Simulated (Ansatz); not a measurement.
**Structure search for Cu₃Ni₂**

Level of theory: Ansatz, DFT PBE, scalar-relativistic, plane waves, PAW. All cells share a 420 eV cutoff and Γ-centred k meshes spaced at most about 0.3 Å⁻¹ (about 0.25 or finer for metals, 2π included). Spin is collinear in cells that carry moments; the others ran without spin or lost their moments.

Energies over the elements count from the elements' standard structures at the same level, with no fitted energy shifts.

Temperature and zero-point effects are left out. Only the structures computed here compete, so a lower one can exist. For metals, differences of a few meV/atom aren't resolved. The magnetic state reached may not be the lowest.

Invented guesses were relaxed alike, and ends that match in structure, energy and magnetic state were merged. ΔE counts from the first row. Coordination counts all near atoms (those within 1.25 times the shortest distance at each site). The ends were matched against large subsets of the Crystallography Open Database and the Materials Project, so a missing match doesn't prove that a structure is unreported.

```json
{"#": "1", "reached from": "Cu and Ni ordered on fcc sites", "type and space group": "R-3m (No. 166)", "atoms": "5", "Å³/atom": "11.5", "coordination": "Cu 12, Ni 12", "ΔE (meV/atom)": "0", "gap on mesh (eV)": "0.00", "moments": "parallel, 0.4 μB", "in databases": "no match"}
{"#": "2", "reached from": "Cu and Ni ordered on fcc sites", "type and space group": "I4/mmm (No. 139)", "atoms": "5", "Å³/atom": "11.5", "coordination": "Cu 12, Ni 12", "ΔE (meV/atom)": "1", "gap on mesh (eV)": "0.00", "moments": "parallel, 0.5 μB", "in databases": "no match"}
{"#": "3", "reached from": "Cu and Ni ordered on hcp sites", "type and space group": "P6_3/mmc (No. 194)", "atoms": "10", "Å³/atom": "11.5", "coordination": "Cu 12, Ni 12", "ΔE (meV/atom)": "8", "gap on mesh (eV)": "0.00", "moments": "parallel, 0.2 μB", "in databases": "no match"}
{"#": "4", "reached from": "Cu and Ni ordered on hcp sites", "type and space group": "P-6m2 (No. 187)", "atoms": "10", "Å³/atom": "11.5", "coordination": "Cu 12, Ni 12", "ΔE (meV/atom)": "10", "gap on mesh (eV)": "0.00", "moments": "none", "in databases": "no match"}
```

The first two are tied within the noise. The first: Space group R-3m (No. 166), trigonal, a = 2.527 Å, c = 31.123 Å. Cu on a site of symmetry 3m is surrounded by 9 Cu at 2.53–2.57 Å and 3 Ni at 2.53 Å; Cu on a site of symmetry -3m is surrounded by 12 Cu at 2.53–2.57 Å; Ni has 9 Ni at 2.48–2.53 Å and 3 Cu at 2.53 Å. Its energy over the elements is +0.01 eV/atom. The formation energy is too near zero to say whether this cell lies below the elements. An observed structure of this formula, if there is one, may be missing.

Space group R-3m:H (No. 166). a = 2.527 Å, b = 2.527 Å, c = 31.123 Å, α = 90.00°, β = 90.00°, γ = 120.00°
```tsv
atom	site	symmetry	x	y	z
Cu	6c	3m	0.3333	0.6667	0.7652
Cu	3b	-3m	0.6667	0.3333	0.8333
Ni	6c	3m	0.0000	0.0000	0.6988
```

The second: Space group I4/mmm (No. 139), tetragonal, a = 2.532 Å, c = 17.922 Å. Cu on a site of symmetry 4mm has 8 Cu at 2.53–2.57 Å and 4 Ni at 2.54 Å; Cu on a site of symmetry 4/mmm is surrounded by 12 Cu at 2.53–2.57 Å; Ni is surrounded by 8 Ni at 2.46–2.53 Å and 4 Cu at 2.54 Å. Counting all near atoms, the first and the second both have Cu 12, Ni 12. Cells relaxed within their symmetry can be saddle points. Some structure types and database cells were kept out of the candidates from the start, so a known form may be missing.
